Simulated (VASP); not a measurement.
# TiO2 (Anatase) (I4_1/amd) in VASP: a series of runs

The runs below take TiO2 (Anatase) through single point, with PBE.

Everything below comes from runs of VASP 6.6.1. Logs are shortened: lines on timing, memory, paths and dates and some standing lists are left out, and cuts for length are marked.

### 1 Starting point

The structure is tetragonal, space group I4_1/amd (No. 141). Conventional cell: a = 3.784 Å, b = 3.784 Å, c = 9.515 Å, α = 90.00°, β = 90.00°, γ = 90.00°. Around Ti (site symmetry -4m2) lie 6 O at 1.93 to 1.98 Å. O (site symmetry 2mm) has 3 Ti at 1.93 to 1.98 Å as nearest neighbours.

### 2 Single point, PBE

Contents of INCAR:

```
  ADDGRID = T
  ALGO = Normal
  EDIFF = 1E-7
  ENCUT = 460
  GGA = PE
  ISIF = 2
  ISMEAR = 0
  LASPH = T
  LCHARG = F
  LREAL = F
  LWAVE = F
  NELM = 100
  PREC = Accurate
  SIGMA = 0.05
```

Contents of KPOINTS:

```
k-points
0
Gamma
  5 5 5
```

Contents of POSCAR:

```
TiO2
1.0
   -1.8921000000      1.8921000000      4.7573000000
    1.8921000000     -1.8921000000      4.7573000000
    1.8921000000      1.8921000000     -4.7573000000
Ti O
2 4
Direct
    0.7500000000      0.2500000000      0.5000000000
    0.0000000000      0.0000000000      0.0000000000
    0.7919000000      0.7919000000      0.0000000000
    0.5419000000      0.0419000000      0.5000000000
    0.9581000000      0.4581000000      0.5000000000
    0.2081000000      0.2081000000      0.0000000000
```

Potentials or basis: VASP PAW PBE potentials, release 64 (Ti, O).

On the command line:

```console
cat potpaw_PBE.64/Ti/POTCAR potpaw_PBE.64/O/POTCAR > POTCAR
mpirun -np 1 vasp_std > vasp.out
```

OUTCAR:

```text
EDIFF = 1E-7
   ENCUT = 460
   GGA = PE
   ISIF = 2
   ISMEAR = 0
   LASPH = T
   LREAL = F
   NELM = 100
   PREC = Accurate

 Found     18 irreducible k-points:

 Following reciprocal coordinates:
            Coordinates               Weight
  0.000000  0.000000  0.000000      1.000000
  0.200000 -0.000000  0.000000      8.000000
  0.400000  0.000000  0.000000      8.000000
  0.200000  0.200000  0.000000      8.000000
  0.400000  0.200000  0.000000     16.000000
 -0.400000  0.200000 -0.000000     16.000000
   k-points           NKPTS =     18   k-points in BZ     NKDIM =     18   number of bands    NBANDS=     20
   number of dos      NEDOS =    301   number of ions     NIONS =      6
   total plane-waves  NPLWV =  64000
   dimension x,y,z NGX =    40 NGY =   40 NGZ =   40
   dimension x,y,z NGXF=    80 NGYF=   80 NGZF=   80
   ions per type =               2   4
   NGX,Y,Z   is equivalent  to a cutoff of  12.18, 12.18, 12.18 a.u.
   NGXF,Y,Z  is equivalent  to a cutoff of  24.37, 24.37, 24.37 a.u.
 SYSTEM =  unknown system
   PREC   = accura    normal or accurate (medium, high low for compatibility)
   ISTART =      0    job   : 0-new  1-cont  2-samecut
   ICHARG =      2    charge: 1-file 2-atom 10-const
   ISPIN  =      1    spin polarized calculation?
   LNONCOLLINEAR =      F non collinear calculations
   LSORBIT =      F    spin-orbit coupling
   LASPH  =      T    aspherical Exc in radial PAW
   ENCUT  =  460.0 eV  33.81 Ry    5.81 a.u.   9.55  9.55  9.55*2*pi/ulx,y,z
   NELM   =    100;   NELMIN=  2; NELMDL= -5     # of ELM steps
   EDIFF  = 0.1E-06   stopping-criterion for ELM
   LREAL  =      F    real-space projection
   EDIFFG = 0.1E-05   stopping-criterion for IOM
   NSW    =      0    number of steps for IOM
   IBRION =     -1    ionic relax: 0-MD 1-quasi-New 2-CG
   NFREE  =      0    steps in history (QN), initial steepest desc. (CG)
   ISIF   =      2    stress and relaxation
   ISYM   =      2    0-nonsym 1-usesym 2-fastsym
   POTIM  = 0.5000    time-step for ionic-motion
   TEBEG  =    0.0;   TEEND  =   0.0 temperature during run
   PSTRESS=    0.0 pullay stress
   NELECT =      32.0000    total number of electrons
   NUPDOWN=      -1.0000    fix difference up-down
   EMIN   =  10.00;   EMAX   =-10.00  energy-range for DOS
[... 5 lines left out ...]
     AMIX     =   0.40;   BMIX     =  1.00
     AMIX_MAG =   1.60;   BMIX_MAG =  1.00
  volume/ion in A,a.u.               =      11.35        76.62
  Fermi-wavevector in a.u.,A,eV,Ry     =   1.272590  2.404847 22.034444  1.619486
  Thomas-Fermi vector in A             =   2.405460
   LORBIT       =      0    0 simple, 1 ext, 2 COOP (PROOUT), +10 PAW based schemes
   GGA     = PE    functional components
   LHFCALC =     F    Hartree Fock is set to
   AEXX    =    0.0000 exact exchange contribution
   IVDW    =     0    specifies the selected vdW correction
   LEPSILON=     F    determine dielectric tensor
   LRPA    =     F    only Hartree local field effects (RPA)
 non-spin polarized calculation
 Gauss-broadening in eV      SIGMA  =   0.05
  energy-cutoff  :      460.00
  volume of cell :       68.13
 maximum number of plane-waves:      1547
 NGX is ok and might be reduce to    40
   NGX = 19   NGY = 19   NGZ = 19

 number of electron      32.0000000 magnetization

 Free energy of the ion-electron system (eV)
  ---------------------------------------------------
  ext. energy  EPLUGINS =         0.00000000
  ---------------------------------------------------
  free energy    TOTEN  =       -52.92744188 eV

  energy without entropy =      -52.92744188  energy(sigma->0) =      -52.92744188

 E-fermi :   0.9074     XC(G=0): -10.5256

 val. band max:        0.6899682113   @ k =  -0.4000   0.4000   0.0000
 cond. band min:       2.6427374454   @ k =   0.0000   0.0000   0.0000
 fundamental gap:      1.9527692341
 Fermi energy:         0.9073668390

 k-point     1 :       0.0000    0.0000    0.0000
  band No.  band energies     occupation
      1     -16.9981      2.00000
      2     -15.9498      2.00000
      3     -15.9368      2.00000
      4     -15.4713      2.00000
      5      -3.2719      2.00000
      6      -3.1560      2.00000
[... 12 lines left out ...]
     19       4.4734      0.00000
     20       4.4740      0.00000

 k-point     2 :       0.2000   -0.0000    0.0000
  band No.  band energies     occupation
      1     -16.8199      2.00000
      2     -15.8995      2.00000
      3     -15.8531      2.00000
      4     -15.4611      2.00000
      5      -3.6535      2.00000
      6      -3.2647      2.00000
[... 12 lines left out ...]
     19       3.8738      0.00000
     20       4.1435      0.00000

 k-point     3 :       0.4000    0.0000    0.0000
  band No.  band energies     occupation
      1     -16.5284      2.00000
      2     -15.7482      2.00000
      3     -15.7153      2.00000
      4     -15.4945      2.00000
      5      -3.9419      2.00000
      6      -3.2193      2.00000
[... 12 lines left out ...]
     19       4.0795      0.00000
     20       4.1350      0.00000

 k-point     4 :       0.2000    0.2000    0.0000
  band No.  band energies     occupation
      1     -16.5888      2.00000
      2     -15.8895      2.00000
      3     -15.7608      2.00000
      4     -15.4707      2.00000
      5      -3.7422      2.00000
      6      -3.5518      2.00000
[... 12 lines left out ...]
     19       3.7673      0.00000
     20       4.1294      0.00000

 k-point     5 :       0.4000    0.2000    0.0000
  band No.  band energies     occupation
      1     -16.2862      2.00000
      2     -15.7393      2.00000
      3     -15.6315      2.00000
      4     -15.4899      2.00000
      5      -3.9712      2.00000
      6      -3.6133      2.00000
[... 12 lines left out ...]
     19       4.1045      0.00000
     20       4.2052      0.00000

 k-point     6 :      -0.4000    0.2000   -0.0000
  band No.  band energies     occupation
      1     -16.3611      2.00000
      2     -15.6847      2.00000
      3     -15.6431      2.00000
      4     -15.4473      2.00000
      5      -3.9198      2.00000
      6      -3.5870      2.00000
[... 12 lines left out ...]
     19       4.0897      0.00000
     20       4.2690      0.00000

 [... further k-points ...]
[... 5 lines left out ...]
  --------------------------------------------------------------------------------------
  -------------------------------------------------------------------------------------
  Total        3.1742955      3.1742955      3.3707755      0.0000000      0.0000000      0.0000000
  in kB       74.6533383     74.6533383     79.2741717      0.0000000      0.0000000      0.0000000
  external PRESSURE =      76.1936161 kB  Pullay stress =       0.0000000 kB

 VOLUME and BASIS-vectors are now :
 -----------------------------------------------------------------------------
  energy-cutoff  :      460.00
  volume of cell :       68.13
      direct lattice vectors                 reciprocal lattice vectors
    -1.892100000  1.892100000  4.757300000     0.000000000  0.264256646  0.105101633
     1.892100000 -1.892100000  4.757300000     0.264256646  0.000000000  0.105101633
     1.892100000  1.892100000 -4.757300000     0.264256646  0.264256646  0.000000000

 POSITION                                       TOTAL-FORCE (eV/Angst)
 -----------------------------------------------------------------------------------
      0.00000      1.89210      2.37865         0.000000      0.000000     -0.000000
      0.00000      0.00000      0.00000         0.000000      0.000000     -0.000000
      0.00000      0.00000      7.53461         0.000000     -0.000000     -0.163138
      0.00000      1.89210      0.39866        -0.000000      0.000000     -0.163138
      0.00000      1.89210      4.35864        -0.000000      0.000000      0.163138
      0.00000      0.00000      1.97999         0.000000     -0.000000      0.163138
 -----------------------------------------------------------------------------------
    total drift:                                0.000000      0.000000     -0.000000

  FREE ENERGIE OF THE ION-ELECTRON SYSTEM (eV)
  ---------------------------------------------------
  free  energy   TOTEN  =       -52.9274418762 eV

  energy  without entropy=      -52.9274418762  energy(sigma->0) =      -52.92744188
```

Run time: 52 s. Hardware: 1 thread of Intel Xeon Platinum 8488C (Sapphire Rapids), shared host; peak memory 0.42 GiB.

These settings aren't checked as converged: the numbers below hold their error.

What came out:

```yaml
Free_energy: -52.9274 eV
Pressure: 7.6 GPa
Largest_force: 0.163 eV/Å
Band_gap_on_the_k_mesh: 1.95 eV, indirect (least direct gap 2.27 eV)
```

Caveat: the k mesh is coarse (spacing up to 0.47 Å⁻¹), so the values aren't converged; the cutoff is under 1.25 times the usual one of these potentials, so pressure, stress and relaxed cells hold a basis-set (Pulay) error; an odd mesh through Γ misses points on the zone boundary, where band edges often lie.

### 3 Single point, PBE

Contents of INCAR:

```
  ADDGRID = F
  ALGO = Normal
  EDIFF = 1E-4
  ENCUT = 460
  GGA = PE
  ISIF = 2
  ISMEAR = 0
  LASPH = T
  LCHARG = F
  LREAL = Auto
  LWAVE = F
  NELM = 100
  PREC = Normal
  SIGMA = 0.05
```

KPOINTS is that of step 2.

POSCAR is that of step 2.

Potentials or basis: VASP PAW PBE potentials, release 64 (Ti, O).

On the command line:

```console
cat potpaw_PBE.64/Ti/POTCAR potpaw_PBE.64/O/POTCAR > POTCAR
mpirun -np 1 vasp_std > vasp.out
```

Run time: 22 s. Hardware: 1 thread of Intel Xeon Platinum 8488C (Sapphire Rapids), shared host; peak memory 0.17 GiB.

These settings aren't checked as converged: the numbers below hold their error.

What came out:

```yaml
Free_energy: -52.9303 eV
Pressure: 7.7 GPa
Largest_force: 0.164 eV/Å
Band_gap_on_the_k_mesh: 1.95 eV, indirect (least direct gap 2.27 eV)
```

Caveat: the k mesh is coarse (spacing up to 0.47 Å⁻¹), so the values aren't converged; the cutoff is under 1.25 times the usual one of these potentials, so pressure, stress and relaxed cells hold a basis-set (Pulay) error; an odd mesh through Γ misses points on the zone boundary, where band edges often lie.
